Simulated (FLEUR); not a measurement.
# P: equation of state with PBE

Crystal: P.

```
P
1.0
     1.64774   -5.46504    0.00000
     1.64774    5.46504    0.00000
     0.00000    0.00000    4.54364
P
4
Direct
  0.90414 0.09586 0.58882
  0.09586 0.90414 0.41118
  0.59586 0.40414 0.08882
  0.40414 0.59586 0.91118
```

| Quantity | Value |
| --- | --- |
| Program | FLEUR MaX-R8.1 (later development tree) |
| Task | equation of state |
| Functional | PBE |
| Potentials or basis | all-electron |
| Basis | FLAPW |
| Kmax | 4.5 1/bohr |
| k mesh | 8 × 8 × 6 |
| Occupations | fermi-dirac, width 0.05 eV |
| Spin | no spin polarisation |

- Equilibrium volume: 21.04 Å³/atom
- Bulk modulus at fixed shape and positions: 69 GPa

Energy against volume, from the lowest point:
| volume (Å³/atom) | energy (meV/atom) |
| --- | --- |
| 19.230 | 38.91 |
| 19.639 | 22.20 |
| 20.458 | 3.09 |
| 21.276 | 0.00 |
| 21.685 | 3.50 |

Caveat: the plane-wave cutoff is short for the semicore states, which can make moduli rough; the cell was scaled at fixed shape and fractional positions, which overstates the stiffness of a crystal with free parameters, most of all of layers and chains.
